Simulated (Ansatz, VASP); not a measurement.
Two plane-wave programs on Ta

```
CELL_PARAMETERS angstrom
-1.64023 1.64023 1.64023
1.64023 -1.64023 1.64023
1.64023 1.64023 -1.64023
ATOMIC_POSITIONS crystal
Ta 0.00000 0.00000 0.00000
```

Alike in both runs: functional PBEsol; k mesh 18 × 18 × 18; occupations gaussian, width 0.1 eV; no spin polarisation.

Ansatz relaxed the structure, and its values are those at the end. VASP's run is a single point on that final structure, the one shown.

|  | VASP | Ansatz |
| --- | --- | --- |
| version | VASP 6.6.1 | Ansatz 0.2.0 |
| potentials or method | VASP PAW PBE potentials, release 64 (Ta_pv) | scalar-relativistic, plane waves, PAW |
| plane-wave cutoff (eV) | 520 | 420 |
| valence electrons in the cell | 11 | 13 |

|  | VASP | Ansatz | Ansatz less VASP |
| --- | --- | --- | --- |
| gap on the k mesh at the Fermi level (eV) | none | none | - |
| pressure (GPa) | 0.2 | 0.0 | -0.20 |

A gap of «none» marks a metal or a gap that the smearing closes. The two sets of potentials don't hold the same shells in valence. Ansatz warned: «pseudo_functional_mismatch».

Caveats: the PAW data sets were made with another functional, which shifts forces and pressure a little (VASP). The runs have no spin-orbit coupling, so splittings on Ta are missing.
